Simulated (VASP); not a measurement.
A run of VASP 6.6.1 is set up as follows.

File INCAR:

```
SYSTEM = SnS2
ALGO = Normal ; EDIFF = 1E-6
EDIFFG = -0.02 ; ENCUT = 520
GGA = CA ; IBRION = 2
ISIF = 2 ; ISMEAR = 0
KPAR = 2 ; LASPH = .TRUE.
LCHARG = .FALSE. ; LREAL = .FALSE.
LWAVE = .FALSE. ; NELM = 80
NSW = 60 ; PREC = Accurate
SIGMA = 0.05
```

KPOINTS

```
k-points
0
G
  10 10 6
  0 0 0
```

Contents of POSCAR:

```
SnS2
1.0
    3.6390000000      0.0000000000      0.0000000000
   -1.8195000000      3.1514664400      0.0000000000
    0.0000000000      0.0000000000      5.9618880000
Sn S
1 2
Direct
    0.0000000000      0.0000000000      0.0000000000
    0.3333333300      0.6666666700      0.2460629900
    0.6666666700      0.3333333300      0.7539370100
```

Potentials or basis: VASP PAW LDA potentials, release 64 (Sn_d, S).

Run with:

```sh
$ cat potpaw_LDA.64/Sn_d/POTCAR potpaw_LDA.64/S/POTCAR > POTCAR
$ mpirun -np 2 vasp_std > vasp.out
```

(1) Estimate the band gap on the k mesh.

Results:

(1) 1.34 eV, indirect (least direct gap 1.80 eV).

Caveat: the relaxation stopped at its first step, so nothing moved; spin-orbit coupling is left out, which moves the levels of the heavy elements.
